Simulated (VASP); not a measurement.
# TiC (Fm-3m) in VASP: relaxation of cell and atoms with r2SCAN

Aim: the relaxation of cell and atoms of TiC with r2SCAN.

Everything below comes from runs of VASP 6.6.1. Logs are shortened: lines on timing, memory, paths and dates and some standing lists are left out, and cuts for length are marked.

**1. Starting point**

Symmetry: Fm-3m, No. 225, cubic system. The conventional cell has a = 4.330 Å, b = 4.330 Å, c = 4.330 Å, α = 90.00°, β = 90.00°, γ = 90.00°. Ti (site symmetry m-3m) is surrounded by 6 C at 2.17 Å. C (site symmetry m-3m) is surrounded by 6 Ti at 2.17 Å.

The cell was built by a generator and needn't be a form met in nature.

**2. Relaxation of cell and atoms, r2SCAN**

Input file INCAR:

```
  ALGO = Normal
  EDIFF = 1E-6
  EDIFFG = -0.02
  ENCUT = 600
  IBRION = 2
  ISIF = 3
  ISMEAR = 1
  KPAR = 4
  LASPH = True
  LCHARG = False
  LMIXTAU = True
  LREAL = False
  LWAVE = False
  METAGGA = R2SCAN
  NELM = 80
  NSW = 60
  PREC = Accurate
  SIGMA = 0.2
```

Input file KPOINTS:

```
k-points
0
Gamma
  18 18 18
```

Input file POSCAR:

```
TiC
1.0
    0.0000000000      2.1650000000      2.1650000000
    2.1650000000      0.0000000000      2.1650000000
    2.1650000000      2.1650000000      0.0000000000
Ti C
1 1
Direct
    0.0000000000      0.0000000000      0.0000000000
    0.5000000000      0.5000000000      0.5000000000
```

Potentials or basis: VASP PAW PBE potentials, release 64 (Ti_sv, C).

Run with:

```bash
> cat potpaw_PBE.64/Ti_sv/POTCAR potpaw_PBE.64/C/POTCAR > POTCAR
> mpirun -np 4 vasp_std > vasp.out
```

OUTCAR:

```text
EDIFF = 1E-6
   EDIFFG = -0.02
   ENCUT = 600
   IBRION = 2
   ISIF = 3
   ISMEAR = 1
   LASPH = True
   LREAL = False
   METAGGA = R2SCAN
   NELM = 80
   NSW = 60
   PREC = Accurate

 ion  position               nearest neighbor table
   1  0.000  0.000  0.000-   2 2.17   2 2.17   2 2.17   2 2.17   2 2.17   2 2.17
   2  0.500  0.500  0.500-   1 2.17   1 2.17   1 2.17   1 2.17   1 2.17   1 2.17

  LATTYP: Found a face centered cubic cell.
 ALAT       =     4.3300000000

  Lattice vectors:

 A1 = (   0.0000000000,   2.1650000000,   2.1650000000)
 A2 = (   2.1650000000,   0.0000000000,   2.1650000000)
 A3 = (   2.1650000000,   2.1650000000,   0.0000000000)

Analysis of symmetry for initial positions (statically):
=====================================================================
 Subroutine PRICEL returns:
 Original cell was already a primitive cell.

 Routine SETGRP: Setting up the symmetry group for a
 face centered cubic supercell.

 Subroutine GETGRP returns: Found 48 space group operations
 (whereof 48 operations were pure point group operations)
 out of a pool of 48 trial point group operations.

The static configuration has the point symmetry O_h .

Analysis of symmetry for dynamics (positions and initial velocities):
=====================================================================
 Subroutine PRICEL returns:
 Original cell was already a primitive cell.

 Routine SETGRP: Setting up the symmetry group for a
 face centered cubic supercell.

 Subroutine GETGRP returns: Found 48 space group operations
 (whereof 48 operations were pure point group operations)
 out of a pool of 48 trial point group operations.

The dynamic configuration has the point symmetry O_h .

 Subroutine INISYM returns: Found 48 space group operations
 (whereof 48 operations are pure point group operations),
 and found     1 'primitive' translations

----------------------------------------------------------------------------------------

                                     Primitive cell

  volume of cell :      20.2957

  direct lattice vectors                    reciprocal lattice vectors
     0.000000000  2.165000000  2.165000000    -0.230946882  0.230946882  0.230946882
     2.165000000  0.000000000  2.165000000     0.230946882 -0.230946882  0.230946882
     2.165000000  2.165000000  0.000000000     0.230946882  0.230946882 -0.230946882

  length of vectors
     3.061772363  3.061772363  3.061772363     0.400011734  0.400011734  0.400011734

  position of ions in fractional coordinates (direct lattice)
     0.000000000  0.000000000  0.000000000
     0.500000000  0.500000000  0.500000000

  ion indices of the primitive-cell ions
   primitive index   ion index
                 1           1
                 2           2

----------------------------------------------------------------------------------------

 KPOINTS: k-points

Automatic generation of k-mesh.
 Grid dimensions read from file:
 generate k-points for:   18   18   18

 Generating k-lattice:

  Cartesian coordinates                     Fractional coordinates (reciprocal lattice)
    -0.012830382  0.012830382  0.012830382     0.055555556  0.000000000  0.000000000
     0.012830382 -0.012830382  0.012830382     0.000000000  0.055555556  0.000000000
     0.012830382  0.012830382 -0.012830382     0.000000000  0.000000000  0.055555556

  Length of vectors
     0.022222874  0.022222874  0.022222874

  Shift w.r.t. Gamma in fractional coordinates (k-lattice)
     0.000000000  0.000000000  0.000000000

 Subroutine IBZKPT returns following result:
 ===========================================

 Found    195 irreducible k-points:

 Following reciprocal coordinates:
            Coordinates               Weight
  0.000000  0.000000  0.000000      1.000000
  0.055556  0.000000  0.000000      8.000000
  0.111111  0.000000  0.000000      8.000000
  0.166667  0.000000  0.000000      8.000000
  0.222222  0.000000  0.000000      8.000000
  0.277778  0.000000  0.000000      8.000000
[... 16 lines left out ...]
 -0.277778  0.055556  0.000000     24.000000
 -0.222222  0.055556  0.000000     24.000000
 [... further k-points ...]
   k-points           NKPTS =    195   k-points in BZ     NKDIM =    195   number of bands    NBANDS=     12
   number of dos      NEDOS =    301   number of ions     NIONS =      2
   total plane-waves  NPLWV =  13824
   dimension x,y,z NGX =    24 NGY =   24 NGZ =   24
   dimension x,y,z NGXF=    48 NGYF=   48 NGZF=   48
   ions per type =               1   1
   NGX,Y,Z   is equivalent  to a cutoff of  13.03, 13.03, 13.03 a.u.
   NGXF,Y,Z  is equivalent  to a cutoff of  26.06, 26.06, 26.06 a.u.
 SYSTEM =  unknown system
   PREC   = accura    normal or accurate (medium, high low for compatibility)
   ISTART =      0    job   : 0-new  1-cont  2-samecut
   ICHARG =      2    charge: 1-file 2-atom 10-const
   ISPIN  =      1    spin polarized calculation?
   LNONCOLLINEAR =      F non collinear calculations
   LSORBIT =      F    spin-orbit coupling
   LASPH  =      T    aspherical Exc in radial PAW
   ENCUT  =  600.0 eV  44.10 Ry    6.64 a.u.   6.12  6.12  6.12*2*pi/ulx,y,z
   NELM   =     80;   NELMIN=  2; NELMDL= -5     # of ELM steps
   EDIFF  = 0.1E-05   stopping-criterion for ELM
   LREAL  =      F    real-space projection
   EDIFFG = -.2E-01   stopping-criterion for IOM
   NSW    =     60    number of steps for IOM
   IBRION =      2    ionic relax: 0-MD 1-quasi-New 2-CG
   NFREE  =      1    steps in history (QN), initial steepest desc. (CG)
   ISIF   =      3    stress and relaxation
   ISYM   =      2    0-nonsym 1-usesym 2-fastsym
   POTIM  = 0.5000    time-step for ionic-motion
   TEBEG  =    0.0;   TEEND  =   0.0 temperature during run
   PSTRESS=    0.0 pullay stress
   NELECT =      16.0000    total number of electrons
   NUPDOWN=      -1.0000    fix difference up-down
   EMIN   =  10.00;   EMAX   =-10.00  energy-range for DOS
   EFERMI =   0.00;   METHOD = LEGACY
   ISMEAR =     1;   SIGMA  =   0.20  broadening in eV -4-tet -1-fermi 0-gaus
   EFERMI_NEDOS =   21; number of points for ismear=-14 and -15
   IALGO  =     38    algorithm
   IMIX   =      4    mixing-type and parameters
     AMIX     =   0.40;   BMIX     =  1.00
     AMIX_MAG =   1.60;   BMIX_MAG =  1.00
  volume/ion in A,a.u.               =      10.15        68.48
  Fermi-wavevector in a.u.,A,eV,Ry     =   1.512331  2.857892 31.118508  2.287146
  Thomas-Fermi vector in A             =   2.622270
   LORBIT       =      0    0 simple, 1 ext, 2 COOP (PROOUT), +10 PAW based schemes
   METAGGA = R2SCAN    functional components
   LHFCALC =     F    Hartree Fock is set to
   AEXX    =    0.0000 exact exchange contribution
   IVDW    =     0    specifies the selected vdW correction
   LEPSILON=     F    determine dielectric tensor
   LRPA    =     F    only Hartree local field effects (RPA)
 conjugate gradient relaxation of ions
 non-spin polarized calculation
 Methfessel and Paxton  Order N= 1 SIGMA  =   0.20
  energy-cutoff  :      600.00
  volume of cell :       20.30
 maximum number of plane-waves:       700
   NGX = 13   NGY = 13   NGZ = 13

--------------------------------------- Ionic step        1  -------------------------------------------

 number of electron      16.0000000 magnetization

 Free energy of the ion-electron system (eV)
  ---------------------------------------------------
  ext. energy  EPLUGINS =         0.00000000
  ---------------------------------------------------
  free energy    TOTEN  =       -24.87080297 eV

  energy without entropy =      -24.87083418  energy(sigma->0) =      -24.87081338

------------------------ aborting loop because EDIFF is reached ----------------------------------------

  FORCE on cell =-STRESS in cart. coord.  units (eV):
  Direction    XX          YY          ZZ          XY          YZ          ZX
  --------------------------------------------------------------------------------------
  -------------------------------------------------------------------------------------
  Total        0.0788231      0.0788231      0.0788231      0.0000000      0.0000000      0.0000000
  in kB        6.2224325      6.2224325      6.2224325      0.0000000      0.0000000      0.0000000
  external PRESSURE =       6.2224325 kB  Pullay stress =       0.0000000 kB

 VOLUME and BASIS-vectors are now :
 -----------------------------------------------------------------------------
  energy-cutoff  :      600.00
  volume of cell :       20.30
      direct lattice vectors                 reciprocal lattice vectors
     0.000000000  2.165000000  2.165000000    -0.230946882  0.230946882  0.230946882
     2.165000000  0.000000000  2.165000000     0.230946882 -0.230946882  0.230946882
     2.165000000  2.165000000  0.000000000     0.230946882  0.230946882 -0.230946882
[... 37 lines left out ...]
 POSITION                                       TOTAL-FORCE (eV/Angst)
 -----------------------------------------------------------------------------------
      2.16912      2.16912      0.00000         0.000000     -0.000000     -0.000000
      2.16912      2.16912      2.16912        -0.000000      0.000000      0.000000
 -----------------------------------------------------------------------------------
    total drift:                                0.000000     -0.000000     -0.000000

  FREE ENERGIE OF THE ION-ELECTRON SYSTEM (eV)
  ---------------------------------------------------
  free  energy   TOTEN  =       -24.8705875814 eV

  energy  without entropy=      -24.8706379715  energy(sigma->0) =      -24.87060438

--------------------------------------- Ionic step        3  -------------------------------------------

 number of electron      16.0000000 magnetization

 Free energy of the ion-electron system (eV)
  ---------------------------------------------------
  ext. energy  EPLUGINS =         0.00000000
  ---------------------------------------------------
  free energy    TOTEN  =       -24.87084972 eV

  energy without entropy =      -24.87088757  energy(sigma->0) =      -24.87086234

 E-fermi :   9.4911     XC(G=0): -13.5845

 val. band max:        9.4861247028   @ k =   0.5000   0.4444   0.0000
 cond. band min:       9.4965466243   @ k =   0.1111   0.0556   0.0000
 fundamental gap:      0.0104219214
 Fermi energy:         9.4911145910

 k-point     1 :       0.0000    0.0000    0.0000
  band No.  band energies     occupation
      1     -49.5016      2.00000
      2     -24.4805      2.00000
      3     -24.4804      2.00000
      4     -24.4804      2.00000
      5      -3.7216      2.00000
      6      10.3434     -0.00000
      7      10.3434     -0.00000
      8      10.3434     -0.00000
      9      11.1455     -0.00000
     10      11.1455     -0.00000
     11      11.1455     -0.00000
     12      11.1948     -0.00000

 k-point     2 :       0.0556    0.0000    0.0000
  band No.  band energies     occupation
      1     -49.4994      2.00000
      2     -24.4965      2.00000
      3     -24.4819      2.00000
      4     -24.4818      2.00000
      5      -3.6502      2.00000
      6       9.9017     -0.01342
      7      10.0868     -0.00021
      8      10.0868     -0.00021
      9      10.5910     -0.00000
     10      10.5910     -0.00000
     11      11.4164     -0.00000
     12      12.1124     -0.00000
[... 316 lines left out ...]
 k-point    24 :      -0.2222    0.0556    0.0000
  band No.  band energies     occupation
      1     -49.4649      2.00000
      2     -24.7277      2.00000
      3     -24.5206      2.00000
      4     -24.4959      2.00000
      5      -2.4280      2.00000
      6       6.6862      2.00000
      7       7.5426      2.00000
      8       7.8430      2.00000
      9      11.1879     -0.00000
     10      11.5663     -0.00000
     11      12.5835     -0.00000
     12      14.8301      0.00000

 [... further k-points ...]

------------------------ aborting loop because EDIFF is reached ----------------------------------------

  FORCE on cell =-STRESS in cart. coord.  units (eV):
  Direction    XX          YY          ZZ          XY          YZ          ZX
  --------------------------------------------------------------------------------------
  -------------------------------------------------------------------------------------
  Total        0.0002994      0.0002994      0.0002994     -0.0000000      0.0000000      0.0000000
  in kB        0.0235984      0.0235984      0.0235984     -0.0000000      0.0000000      0.0000000
  external PRESSURE =       0.0235984 kB  Pullay stress =       0.0000000 kB

 VOLUME and BASIS-vectors are now :
 -----------------------------------------------------------------------------
  energy-cutoff  :      600.00
  volume of cell :       20.33
      direct lattice vectors                 reciprocal lattice vectors
     0.000000000  2.166243838  2.166243838    -0.230814275  0.230814275  0.230814275
     2.166243838  0.000000000  2.166243838     0.230814275 -0.230814275  0.230814275
     2.166243838  2.166243838  0.000000000     0.230814275  0.230814275 -0.230814275

 POSITION                                       TOTAL-FORCE (eV/Angst)
 -----------------------------------------------------------------------------------
      0.00000      0.00000      0.00000         0.000000      0.000000      0.000000
      2.16624      2.16624      2.16624        -0.000000     -0.000000     -0.000000
 -----------------------------------------------------------------------------------
    total drift:                                0.000000     -0.000000     -0.000000

  FREE ENERGIE OF THE ION-ELECTRON SYSTEM (eV)
  ---------------------------------------------------
  free  energy   TOTEN  =       -24.8708497216 eV

  energy  without entropy=      -24.8708875683  energy(sigma->0) =      -24.87086234

 reached required accuracy - stopping structural energy minimisation
```

Run time: 1.8 min. Hardware: 4 MPI ranks of AMD EPYC 9R45 (Zen 5), shared host; peak memory 0.17 GiB.

What came out:

```
Free energy                            : -24.8708 eV
Relaxed volume                         : 10.17 Å³/atom
Relaxed cell                           : a = 3.064 Å, b = 3.064 Å, c = 3.064 Å, α = 60.00°, β = 60.00°, γ = 60.00°
Space group after relaxing (to 0.05 Å) : Fm-3m (No. 225)
Energy gained by relaxing              : 0.0 meV/atom
Ionic steps                            : 3
Pressure after relaxing                : 0.0 GPa
Band gap on the k mesh                 : none (metal or under the smearing width)
```

Final structure:
```
CELL_PARAMETERS angstrom
0.00000 2.16624 2.16624
2.16624 0.00000 2.16624
2.16624 2.16624 0.00000
ATOMIC_POSITIONS crystal
Ti 0.00000 0.00000 0.00000
C 0.50000 0.50000 0.50000
```

Levels at points of the mesh, in eV from the Fermi level:
| k point | band 4 | band 5 | band 6 | band 7 | band 8 | band 9 | band 10 | band 11 | band 12 |
| --- | --- | --- | --- | --- | --- | --- | --- | --- | --- |
| (0.00, 0.00, 0.00) | -33.97 | -13.21 | 0.85 | 0.85 | 0.85 | 1.65 | 1.65 | 1.65 | 1.70 |
| (0.50, 0.00, 0.00) | -34.02 | -9.71 | -6.10 | -3.14 | -3.14 | 3.13 | 3.13 | 4.36 | 8.50 |
| (0.50, 0.50, 0.00) | -34.14 | -10.94 | -3.70 | -1.52 | -0.16 | -0.16 | 2.72 | 3.75 | 3.76 |

Caveat: the PAW data sets were made with another functional, which shifts forces and pressure a little.
